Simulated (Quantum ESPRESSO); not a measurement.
# MoS2: equation of state with PBE

MoS2, a slab with vacuum:

```
Mo S
1.0
     3.18454    0.00000    0.00000
    -1.59227    2.75789    0.00000
     0.00000    0.00000   21.67053
Mo S
2 4
Direct
  0.33333 0.66667 0.85116
  0.66667 0.33333 0.14884
  0.66667 0.33333 0.77963
  0.33333 0.66667 0.07725
  0.66667 0.33333 0.92275
  0.33333 0.66667 0.22037
```

```
Program             : Quantum ESPRESSO 7.5
Task                : equation of state
Functional          : PBE
Potentials or basis : SSSP 1.3 efficiency PBE
Cutoff              : 816 eV
Density cutoff      : 5987 eV
k mesh              : 10 × 10 × 2
Occupations         : fermi-dirac, width 0.05 eV
Spin                : no spin polarisation
```

The equilibrium volume is 32.01 Å³/atom. The bulk modulus at fixed shape and positions is 81 GPa. The pressure derivative of the bulk modulus is 4.4.

Energy against volume, from the lowest point:
| volume (Å³/atom) | energy (meV/atom) |
| --- | --- |
| 29.817 | 42.19 |
| 30.452 | 20.17 |
| 31.086 | 6.39 |
| 31.721 | 0.00 |
| 32.355 | 0.26 |
| 32.990 | 6.49 |
| 33.624 | 18.08 |

All runs of the series together: 11 min on 2 threads of AMD EPYC 7R43 64-Core Processor (Zen 3), on a shared host.

Caveat: the cell was scaled at fixed shape and fractional positions, which overstates the stiffness of a crystal with free parameters, most of all of layers and chains.
